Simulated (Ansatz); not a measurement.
Fe3Ge: equation of state with PBEsol

Fe3Ge:

```
Ge Fe
1.0
     3.66050    0.00000    0.00000
     0.00000    3.66050    0.00000
     0.00000    0.00000    3.66050
Ge Fe
1 3
Direct
  0.00000 0.00000 0.00000
  0.50000 0.00000 0.50000
  0.50000 0.50000 0.00000
  0.00000 0.50000 0.50000
```

The cell comes from a database or a generator and needn't be the stable form of this composition.

| Quantity | Value |
| --- | --- |
| Program | Ansatz 0.2.0 |
| Task | equation of state |
| Functional | PBEsol |
| Potentials or basis | Ansatz PAW |
| Cutoff | 420 eV |
| Density cutoff | 1680 eV |
| k mesh | 7 × 7 × 7 |
| Occupations | fermi-dirac, width 0.05 eV |
| Spin | collinear spin, ferromagnetic start |
| Starting moments | [0.0, 3.0, 3.0, 3.0] μB |

The equilibrium volume is 11.51 Å³/atom (rough: see the caveat). The bulk modulus is 235 GPa (rough).

Energy against volume, from the lowest point:
```tsv
volume (Å³/atom)	energy (meV/atom)
11.526	0.00
11.772	4.11
12.017	14.27
12.262	29.63
12.507	49.45
12.752	72.68
12.998	98.35
```

All runs of the series together: 35 s on 2 threads of Arm Neoverse V1 (shared host).

Caveat: the fit is doubtful: noisy points or a state that changes with volume; the minimum lies outside the volumes run.
